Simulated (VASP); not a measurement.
Results of a VASP single-point calculation on PbSe (strained rocksalt)

POSCAR

```
Pb Se
 1.0000000000000000
     0.0000000000000000    3.0732587094000001    3.0732587094000001
     3.0732587094000001    0.0000000000000000    3.0732587094000001
     3.0732587094000001    3.0732587094000001    0.0000000000000000
 Pb  Se
   1   1
Cartesian
  0.0000000000000000  0.0000000000000000  0.0000000000000000
  3.0732587094000001  3.0732587094000001  3.0732587094000001
```

| Property | Result |
| --- | --- |
| gap between bands v and c | 0.62 eV |
| least direct gap | 0.62 eV |

Band v is the last that the valence electrons fill when counted band by band, and c is the next. Levels in eV from the top of v:

```json
{"point": "Γ", "v−1": "-1.96", "v": "-1.96", "c": "5.02", "c+1": "5.02"}
{"point": "X", "v−1": "-3.30", "v": "-3.30", "c": "4.08", "c+1": "5.95"}
{"point": "K", "v−1": "-2.79", "v": "-2.41", "c": "3.70", "c+1": "4.29"}
{"point": "L", "v−1": "-1.55", "v": "0.00", "c": "0.62", "c+1": "1.95"}
{"point": "W", "v−1": "-4.29", "v": "-0.85", "c": "2.18", "c+1": "5.31"}
```

Q: Which of these levels of theory gave these results?
A. PBEsol
B. PBE
C. PBE with spin–orbit coupling
D. PBE0
E. LDA
F. r²SCAN
G. HSE06

A: F.

The INCAR was:

```
LASPH = .TRUE.
EDIFF = 1E-7
ALGO = Normal
SIGMA = 0.01
LREAL = .FALSE.
ISMEAR = 0
NELM = 120
LCHARG = .FALSE.
ISIF = 2
NBANDS = 17
ENCUT = 520
IBRION = -1
LWAVE = .FALSE.
NSW = 0
METAGGA = R2SCAN
PREC = Accurate
```
